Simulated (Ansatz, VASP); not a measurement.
One calculation of ZnSe, two programs

INCAR

```
SYSTEM = ZnSe
ALGO = Normal
EDIFF = 1E-6
ENCUT = 520
GGA = PS
ISIF = 2
ISMEAR = 0
LASPH = .True.
LCHARG = .True.
LELF = .True.
LREAL = .False.
LVHAR = .True.
LWAVE = .False.
NBANDS = 16
NELM = 60
PREC = Accurate
SIGMA = 0.05
```

Contents of KPOINTS:

```
k-points
0
Gamma
  10 10 10
  0 0 0
```

POSCAR

```
ZnSe
1.0
    0.0000000000      2.8337995388      2.8337995388
    2.8337995388      0.0000000000      2.8337995388
    2.8337995388      2.8337995388      0.0000000000
Zn Se
1 1
Direct
    0.0000000000      0.0000000000      0.0000000000
    0.7500000000      0.7500000000      0.7500000000
```

Input for Ansatz:

```yaml
crystal:
  lattice:
    - [0.0, 2.8337995388, 2.8337995388]
    - [2.8337995388, 0.0, 2.8337995388]
    - [2.8337995388, 2.8337995388, 0.0]
  atoms:
    - { symbol: Zn, position: [0.0, 0.0, 0.0] }
    - { symbol: Se, position: [0.75, 0.75, 0.75] }
basis:
  ecutwfc: 420
  ecutrho_ratio: 4
kpoints:
  mp_grid: { grid: [10, 10, 10] }
hamiltonian:
  xc: pbesol
scf:
  occupations: { method: gaussian, width: 0.05 }
output:
  forces: true
  stress: true
  eigenvalues: true
  eigenstates:
    kpoints:
      - [0.0, 0.0, 0.0]
      - [0.0, 0.005412158, 0.005412158]
      - [0.0, -0.005412158, -0.005412158]
      - [0.005412158, 0.0, 0.005412158]
      - [-0.005412158, 0.0, -0.005412158]
      - [0.005412158, 0.005412158, 0.0]
      - [-0.005412158, -0.005412158, 0.0]
      - [0.003826974, 0.003826974, 0.007653948]
      - [-0.003826974, -0.003826974, -0.007653948]
      - [0.003826974, 0.007653948, 0.003826974]
      - [-0.003826974, -0.007653948, -0.003826974]
      - [0.007653948, 0.003826974, 0.003826974]
      - [-0.007653948, -0.003826974, -0.003826974]
      - [0.006249422, 0.006249422, 0.006249422]
      - [-0.006249422, -0.006249422, -0.006249422]
      - [0.0, 0.0, 0.0]
      - [0.0, 0.005412158, 0.005412158]
      - [0.0, -0.005412158, -0.005412158]
      - [0.005412158, 0.0, 0.005412158]
      - [-0.005412158, 0.0, -0.005412158]
      - [0.005412158, 0.005412158, 0.0]
      - [-0.005412158, -0.005412158, 0.0]
      - [0.003826974, 0.003826974, 0.007653948]
      - [-0.003826974, -0.003826974, -0.007653948]
      - [0.003826974, 0.007653948, 0.003826974]
      - [-0.003826974, -0.007653948, -0.003826974]
      - [0.007653948, 0.003826974, 0.003826974]
      - [-0.007653948, -0.003826974, -0.003826974]
      - [0.006249422, 0.006249422, 0.006249422]
      - [-0.006249422, -0.006249422, -0.006249422]
    de_dk: true
    e_range: [-1.18500325346, 1.182659625387]
```

Alike in both runs: task single point; functional PBEsol; k mesh 10 × 10 × 10; occupations gaussian, width 0.05 eV; no spin polarisation.

```csv
,VASP,Ansatz
version,VASP 6.6.1,Ansatz 0.2.0
potentials or method,"VASP PAW PBE potentials, release 64 (Zn, Se)","scalar-relativistic, plane waves, PAW"
plane-wave cutoff (eV),520,420
valence electrons in the cell,18,28
```

```csv
,VASP,Ansatz,Ansatz less VASP
gap on the k mesh at the Fermi level (eV),1.17,1.17,-0.003
least direct gap on the mesh (eV),1.17,1.17,-0.003
pressure (GPa),-0.9,-1.1,-0.25
```

The functional is the same, so the differences come from potentials, cutoffs and numerics. The two sets of potentials don't hold the same shells in valence.

Caveats: the PAW data sets were made with another functional, which shifts forces and pressure a little (VASP). As with any semilocal functional, this PBEsol gap is likely too small.
